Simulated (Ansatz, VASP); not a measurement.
**Cu in VASP and in Ansatz**

```
Cu
1.0
     9.00000    0.00000    0.00000
     0.00000    9.30000    0.00000
     0.00000    0.00000    2.25380
Cu
1
Cartesian
  4.5000 4.6500 0.0000
```

Alike in both runs: functional PBEsol; k mesh 1 × 1 × 28; occupations gaussian, width 0.05 eV; collinear spin.

Ansatz relaxed the structure, and its values are those at the end. VASP's run is a single point on that final structure, the one shown.

|  | VASP | Ansatz |
| --- | --- | --- |
| version | VASP 6.6.1 | Ansatz 0.2.0 |
| potentials or method | VASP PAW PBE potentials, release 64 (Cu) | scalar-relativistic, plane waves, PAW |
| plane-wave cutoff (eV) | 520 | 420 |
| valence electrons in the cell | 11 | 19 |

|  | VASP | Ansatz | Ansatz less VASP |
| --- | --- | --- | --- |
| gap on the k mesh at the Fermi level (eV) | none | none | - |
| net moment per atom (μB) | 0.07 | 0.07 | 0.000 |
| size of the moment on the site where the two differ most (μB) | 0.07 | 0.08 | 0.000 |

Site moments also hang on the region over which each program counts them. A gap of «none» marks a metal or a gap that the smearing closes. The two sets of potentials don't hold the same shells in valence. Ansatz warned: «xc_potential_rough_in_thin_density».
